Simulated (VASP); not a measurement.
# SnO2 (Cassiterite) (P4_2/mnm) in VASP: further runs, part 2 of 2

VASP 6.6.1. Earlier steps stand in the parts before.

## (3) Relaxation of cell and atoms, PBE

INCAR

```
PREC = Accurate ; ENCUT = 600
EDIFF = 1E-7 ; ISMEAR = 0
SIGMA = 0.02 ; LREAL = False
LASPH = True ; NELM = 80
ALGO = Fast ; ISIF = 3
LWAVE = False ; LCHARG = False
GGA = PE ; IBRION = 2
NSW = 100 ; EDIFFG = -0.005
```

KPOINTS

```
Automatic mesh
0
Gamma
  6 6 8
```

POSCAR

```
SnO2
1.0
    4.8263024879      0.0000000000      0.0000000000
    0.0000000000      4.8263024879      0.0000000000
    0.0000000000      0.0000000000      3.2385456177
Sn O
2 4
Direct
    0.0000000000      0.0000000000      0.0000000000
    0.5000000000      0.5000000000      0.5000000000
    0.3065654535      0.3065654535      0.0000000000
    0.1934345465      0.8065654535      0.5000000000
    0.6934345465      0.6934345465      0.0000000000
    0.8065654535      0.1934345465      0.5000000000
```

Potentials or basis: VASP PAW PBE potentials, release 64 (Sn_d, O).

Command:

```
$ cat potpaw_PBE.64/Sn_d/POTCAR potpaw_PBE.64/O/POTCAR > POTCAR
$ mpirun -np 1 vasp_std > vasp.out
```

OUTCAR:

```text
PREC = Accurate
   ENCUT = 600
   EDIFF = 1E-7
   ISMEAR = 0
   LREAL = False
   LASPH = True
   NELM = 80
   ISIF = 3
   GGA = PE
   IBRION = 2
   NSW = 100
   EDIFFG = -0.005

 ion  position               nearest neighbor table
   1  0.000  0.000  0.000-   4 2.09   6 2.09   4 2.09   6 2.09   5 2.09   3 2.09
   2  0.500  0.500  0.500-   3 2.09   5 2.09   3 2.09   5 2.09   4 2.09   6 2.09
   3  0.307  0.307  0.000-   2 2.09   2 2.09   1 2.09
   4  0.193  0.807  0.500-   1 2.09   1 2.09   2 2.09
   5  0.693  0.693  0.000-   2 2.09   2 2.09   1 2.09
   6  0.807  0.193  0.500-   1 2.09   1 2.09   2 2.09

  LATTYP: Found a simple tetragonal cell.
 ALAT       =     4.8263024879
 C/A-ratio  =     0.6710200253

  Lattice vectors:

 A1 = (   4.8263024879,   0.0000000000,   0.0000000000)
 A2 = (   0.0000000000,   4.8263024879,   0.0000000000)
 A3 = (   0.0000000000,   0.0000000000,   3.2385456177)

Analysis of symmetry for initial positions (statically):
=====================================================================
 Subroutine PRICEL returns:
 Original cell was already a primitive cell.

 Routine SETGRP: Setting up the symmetry group for a
 simple tetragonal supercell.
[... 188 lines left out ...]
  -------------------------------------------------------------------------------------
  Total        0.1834402      0.1834402      0.2873374      0.0000000      0.0000000      0.0000000
  in kB        3.8960630      3.8960630      6.1027230      0.0000000      0.0000000      0.0000000
  external PRESSURE =       4.6316163 kB  Pullay stress =       0.0000000 kB
[... 67 lines left out ...]
--------------------------------------- Ionic step        3  -------------------------------------------

 number of electron      52.0000001 magnetization

 Free energy of the ion-electron system (eV)
  ---------------------------------------------------
  ext. energy  EPLUGINS =         0.00000000
  ---------------------------------------------------
  free energy    TOTEN  =       -37.32044657 eV

  energy without entropy =      -37.32044657  energy(sigma->0) =      -37.32044657

 E-fermi :   5.6274     XC(G=0): -10.9654

 val. band max:        5.5065161299   @ k =   0.0000   0.0000   0.0000
 cond. band min:       6.1489605288   @ k =   0.0000   0.0000   0.0000
 fundamental gap:      0.6424443989
 Fermi energy:         5.6274085105

 k-point     1 :       0.0000    0.0000    0.0000
  band No.  band energies     occupation
      1     -15.5259      2.00000
      2     -14.8647      2.00000
      3     -14.6766      2.00000
      4     -14.6489      2.00000
      5     -14.6489      2.00000
      6     -14.5850      2.00000
[... 805 lines left out ...]
     30      13.8857      0.00000
     31      14.5295      0.00000

 [... further k-points ...]

------------------------ aborting loop because EDIFF is reached ----------------------------------------

  FORCE on cell =-STRESS in cart. coord.  units (eV):
  Direction    XX          YY          ZZ          XY          YZ          ZX
  --------------------------------------------------------------------------------------
  -------------------------------------------------------------------------------------
  Total        0.0015238      0.0015238      0.0005856     -0.0000000      0.0000000      0.0000000
  in kB        0.0322840      0.0322840      0.0124079     -0.0000000      0.0000000      0.0000000
  external PRESSURE =       0.0256586 kB  Pullay stress =       0.0000000 kB
[... 21 lines left out ...]
  FREE ENERGIE OF THE ION-ELECTRON SYSTEM (eV)
  ---------------------------------------------------
  free  energy   TOTEN  =       -37.3204465731 eV

  energy  without entropy=      -37.3204465731  energy(sigma->0) =      -37.32044657

 reached required accuracy - stopping structural energy minimisation
```

CONTCAR:

```text
SnO2
   1.00000000000000
     4.8296120959394253   -0.0000000000000000    0.0000000000000000
     0.0000000000000000    4.8296120959394253    0.0000000000000000
     0.0000000000000000    0.0000000000000000    3.2420242596924260
  Sn              O
     2     4
Direct
     0.0000000000000000    0.0000000000000000    0.0000000000000000
     0.5000000000000000    0.5000000000000000    0.5000000000000000
     0.3065166520346233    0.3065166520346233    0.0000000000000000
     0.1934833479653767    0.8065166520346233    0.5000000000000000
     0.6934833479653767    0.6934833479653767    0.0000000000000000
     0.8065166520346233    0.1934833479653767    0.5000000000000000

  0.00000000E+00  0.00000000E+00  0.00000000E+00
  0.00000000E+00  0.00000000E+00  0.00000000E+00
  0.00000000E+00  0.00000000E+00  0.00000000E+00
  0.00000000E+00  0.00000000E+00  0.00000000E+00
  0.00000000E+00  0.00000000E+00  0.00000000E+00
  0.00000000E+00  0.00000000E+00  0.00000000E+00
```

Run time: 6.2 min. Hardware: 1 thread of Intel Xeon Platinum 8259CL at 2.50GHz (Skylake/Cascade Lake), shared host; peak memory 0.28 GiB.

Results:

```yaml
Free_energy: -37.3204 eV
Relaxed_volume: 12.60 Å³/atom
Relaxed_cell: a = 4.830 Å, b = 4.830 Å, c = 3.242 Å, α = 90.00°, β = 90.00°, γ = 90.00°
Space_group_after_relaxing_to_0.05_Å: P4_2/mnm (No. 136)
Energy_gained_by_relaxing: 0.0 meV/atom
Ionic_steps: 3
Pressure_after_relaxing: 0.0 GPa
Band_gap_on_the_k_mesh: 0.64 eV, direct
```

The path:
```csv
step,energy change (eV),largest force (eV/Å),pressure (GPa),volume (Å³)
1,0.0000,0.0148,0.46,75.44
2,0.0001,0.0195,-0.53,75.83
3,-0.0003,0.0013,0.00,75.62
```

Final structure:
```cif
data_structure
_symmetry_space_group_name_H-M 'P 1'
_symmetry_Int_Tables_number 1
_cell_length_a 4.8296
_cell_length_b 4.8296
_cell_length_c 3.2420
_cell_angle_alpha 90.000
_cell_angle_beta 90.000
_cell_angle_gamma 90.000
_cell_volume 75.62
loop_
_atom_site_label
_atom_site_type_symbol
_atom_site_fract_x
_atom_site_fract_y
_atom_site_fract_z
_atom_site_occupancy
Sn1 Sn 0.00000 0.00000 0.00000 1
Sn2 Sn 0.50000 0.50000 0.50000 1
O1 O 0.30652 0.30652 0.00000 1
O2 O 0.19348 0.80652 0.50000 1
O3 O 0.69348 0.69348 0.00000 1
O4 O 0.80652 0.19348 0.50000 1
```

Caveat: spin-orbit coupling is left out, which moves the levels of the heavy elements. A hybrid or GW would open this gap; PBE tends to underestimate it.

## (4) Single point, PBE

This run uses another cell than the first one, of 11.92 Å³/atom, 0.948 times its volume.

INCAR

```
SYSTEM = SnO2
PREC = Accurate
ENCUT = 520
EDIFF = 1E-7
ISMEAR = 0
SIGMA = 0.1
LREAL = .False.
LASPH = .True.
NELM = 60
ALGO = Normal
ISIF = 2
LWAVE = .False.
LCHARG = .False.
GGA = PE
NBANDS = 35
```

KPOINTS

```
regular mesh
0
Gamma
  4 4 6
  0 0 0
```

POSCAR

```
SnO2
1.0
    4.7380000000      0.0000000000      0.0000000000
    0.0000000000      4.7380000000      0.0000000000
    0.0000000000      0.0000000000      3.1865000000
Sn O
2 4
Direct
    0.0000000000      0.0000000000      0.0000000000
    0.5000000000      0.5000000000      0.5000000000
    0.3071000000      0.3071000000      0.0000000000
    0.1929000000      0.8071000000      0.5000000000
    0.6929000000      0.6929000000      0.0000000000
    0.8071000000      0.1929000000      0.5000000000
```

Potentials or basis: VASP PAW PBE potentials, release 64 (Sn_d, O).

Command:

```
$ cat potpaw_PBE.64/Sn_d/POTCAR potpaw_PBE.64/O/POTCAR > POTCAR
$ mpirun -np 1 vasp_std > vasp.out
```

OUTCAR:

```text
SYSTEM = SnO2
   PREC = Accurate
   ENCUT = 520
   EDIFF = 1E-7
   ISMEAR = 0
   LREAL = .False.
   LASPH = .True.
   NELM = 60
   ISIF = 2
   GGA = PE

 ion  position               nearest neighbor table
   1  0.000  0.000  0.000-   4 2.05   6 2.05   4 2.05   6 2.05   5 2.06   3 2.06   2 3.71   2 3.71
                             2 3.71   2 3.71   2 3.71   2 3.71   2 3.71   2 3.71
   2  0.500  0.500  0.500-   3 2.05   5 2.05   3 2.05   5 2.05   4 2.06   6 2.06   1 3.71   1 3.71
                             1 3.71   1 3.71   1 3.71   1 3.71   1 3.71   1 3.71
   3  0.307  0.307  0.000-   2 2.05   2 2.05   1 2.06
   4  0.193  0.807  0.500-   1 2.05   1 2.05   2 2.06
[... 1123 lines left out ...]
  Total        4.7700594      4.7700594      6.2397131     -0.0000000      0.0000000      0.0000000
  in kB      106.8391277    106.8391277    139.7562271     -0.0000000      0.0000000      0.0000000
  external PRESSURE =     117.8114942 kB  Pullay stress =       0.0000000 kB

 VOLUME and BASIS-vectors are now :
 -----------------------------------------------------------------------------
  energy-cutoff  :      520.00
  volume of cell :       71.53
      direct lattice vectors                 reciprocal lattice vectors
     4.738000000  0.000000000  0.000000000     0.211059519  0.000000000  0.000000000
     0.000000000  4.738000000  0.000000000     0.000000000  0.211059519  0.000000000
     0.000000000  0.000000000  3.186500000     0.000000000  0.000000000  0.313823945

 POSITION                                       TOTAL-FORCE (eV/Angst)
 -----------------------------------------------------------------------------------
      0.00000      0.00000      0.00000         0.000000      0.000000      0.000000
      2.36900      2.36900      1.59325         0.000000      0.000000      0.000000
      1.45504      1.45504      0.00000        -0.207934     -0.207934      0.000000
      0.91396      3.82404      1.59325         0.207934     -0.207934      0.000000
      3.28296      3.28296      0.00000         0.207934      0.207934      0.000000
      3.82404      0.91396      1.59325        -0.207934      0.207934      0.000000
 -----------------------------------------------------------------------------------
    total drift:                               -0.000000      0.000000      0.000000

  FREE ENERGIE OF THE ION-ELECTRON SYSTEM (eV)
  ---------------------------------------------------
  free  energy   TOTEN  =       -37.1583326249 eV

  energy  without entropy=      -37.1583326249  energy(sigma->0) =      -37.15833262
```

OSZICAR:

```text
N       E                     dE             d eps       ncg     rms          rms(c)
DAV:   1     0.631264388177E+03    0.63126E+03   -0.25694E+04  1893   0.232E+03
DAV:   2     0.569933034925E+02   -0.57427E+03   -0.54083E+03  1832   0.610E+02
DAV:   3    -0.382761452427E+02   -0.95269E+02   -0.93717E+02  1798   0.208E+02
DAV:   4    -0.432897688297E+02   -0.50136E+01   -0.49764E+01  2142   0.507E+01
DAV:   5    -0.434162691278E+02   -0.12650E+00   -0.12634E+00  2127   0.856E+00    0.162E+01
DAV:   6    -0.370679293481E+02    0.63483E+01   -0.17694E+01  2645   0.636E+01    0.628E+00
DAV:   7    -0.371861306525E+02   -0.11820E+00   -0.20464E+00  1928   0.792E+00    0.324E+00
DAV:   8    -0.371644366699E+02    0.21694E-01   -0.16377E-01  2425   0.427E+00    0.757E-01
DAV:   9    -0.371575618972E+02    0.68748E-02   -0.35212E-02  2730   0.304E+00    0.132E-01
DAV:  10    -0.371582079028E+02   -0.64601E-03   -0.38267E-03  2052   0.466E-01    0.583E-02
DAV:  11    -0.371583347608E+02   -0.12686E-03   -0.20760E-04  2224   0.104E-01    0.137E-02
DAV:  12    -0.371583339206E+02    0.84023E-06   -0.11825E-05  2191   0.263E-02    0.768E-03
DAV:  13    -0.371583326976E+02    0.12230E-05   -0.36926E-06  2360   0.362E-02    0.162E-03
DAV:  14    -0.371583326249E+02    0.72658E-07   -0.63318E-07  2062   0.590E-03
   1 F= -.37158333E+02 E0= -.37158333E+02  d E =-.847503E-12
```

stdout:

```text
POSCAR found type information on POSCAR SnO
 POSCAR found :  2 types and       6 ions
 scaLAPACK will be used
 LDA part: xc-table for (Slater+PW92), standard interpolation
 POSCAR, INCAR and KPOINTS ok, starting setup
 FFT: planning ... GRIDC
 FFT: planning ... GRID_SOFT
 FFT: planning ... GRID
 WAVECAR not read
 entering main loop
```

Wall time 53 s (1 thread of Intel Xeon Platinum 8259CL at 2.50GHz (Skylake/Cascade Lake), shared host); peak memory 0.19 GiB.

Results:

* Free energy: -37.1583 eV
* Pressure: 11.8 GPa
* Largest force: 0.294 eV/Å
* Band gap on the k mesh: 1.27 eV, direct

Forces on the atoms (eV/Å):
```
Sn   0.000  0.000  0.000
Sn   0.000  0.000  0.000
O   -0.208 -0.208  0.000
O    0.208 -0.208  0.000
O    0.208  0.208  0.000
O   -0.208  0.208  0.000
```

Stress tensor (GPa, compression positive):
```
10.68  0.00  0.00
 0.00 10.68  0.00
 0.00  0.00 13.98
```

Caveat: spin-orbit coupling is left out, which moves the levels of the heavy elements.

## (5) Summary

```csv
task,cell,k mesh,cutoff (eV),smearing,gap on the mesh (eV),pressure (GPa),largest force (eV/Å)
single point,"P4_2/mnm, 12.58 Å³/atom",6 × 6 × 8,520,gaussian 0.02 eV,0.67,0.6,0.01
relaxation of cell and atoms,relaxed,6 × 6 × 8,600,gaussian 0.02 eV,0.64,0.0,-
single point,"P4_2/mnm, 11.92 Å³/atom",4 × 4 × 6,520,gaussian 0.1 eV,1.27,11.8,0.29
```

Alike in all rows: level PBE; potentials or basis VASP PAW PBE potentials, release 64 (Sn_d, O); no spin polarisation.

Caveats: spin-orbit coupling is left out, which moves the levels of the heavy elements.

Total energies depend on the potentials used, so only differences within one code and one set of settings carry meaning.
